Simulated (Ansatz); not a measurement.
# CdSe: band structure with LDA

Crystal: CdSe.

```
Cd Se
1.0
     0.00000    2.87396    2.87396
     2.87396    0.00000    2.87396
     2.87396    2.87396    0.00000
Cd Se
1 1
Direct
  0.00000 0.00000 0.00000
  0.50000 0.50000 0.50000
```

Measurements of this composition are mostly on another form, of space group No. 186.

* Program: Ansatz 0.2.0
* Task: band structure
* Functional: LDA
* Potentials or basis: Ansatz PAW
* Cutoff: 420 eV (not typed: the program's choice for these potentials)
* k mesh: 8 × 8 × 8
* Occupations: fermi-dirac, width 0.05 eV
* Spin: no spin polarisation
* Path: [["G", "X", "W", "K", "G", "L", "U", "W", "L", "K"], ["U", "X"]]
* Points for each segment of the path: 14

| Property | Result |
| --- | --- |
| Pressure | -6.0 GPa |
| Band gap on the k mesh | none (metal or under the smearing width) |

Levels at the corners of the path, in eV from the Fermi level:
```tsv
point	band 15	band 16	band 17	band 18	band 19	band 20	band 21	band 22
Γ	-7.96	-0.71	-0.71	-0.71	-0.25	8.58	8.58	8.58
X	-7.30	-4.19	-2.15	-2.15	-0.74	5.36	9.41	9.99
W	-7.44	-3.24	-3.24	-3.19	2.70	5.58	7.23	7.23
K	-7.51	-3.73	-3.65	-1.48	1.23	6.07	7.88	8.28
Γ	-7.96	-0.71	-0.71	-0.71	-0.25	8.58	8.58	8.58
L	-7.82	-5.08	-0.12	-0.12	2.78	5.06	5.06	5.64
U	-7.51	-3.73	-3.65	-1.48	1.23	6.07	7.88	8.28
W	-7.44	-3.24	-3.24	-3.19	2.70	5.58	7.23	7.23
L	-7.82	-5.08	-0.12	-0.12	2.78	5.06	5.06	5.64
K	-7.51	-3.73	-3.65	-1.48	1.23	6.07	7.88	8.28
U	-7.51	-3.73	-3.65	-1.48	1.23	6.07	7.88	8.28
X	-7.30	-4.19	-2.15	-2.15	-0.74	5.36	9.41	9.99
```

It took 3.1 s on 2 threads of Arm Neoverse V1 (shared host), peak memory 0.34 GiB.

Caveat: the PAW data sets come from PBE, with cores solved anew for the run's functional, which leaves a small shift of forces and pressure.
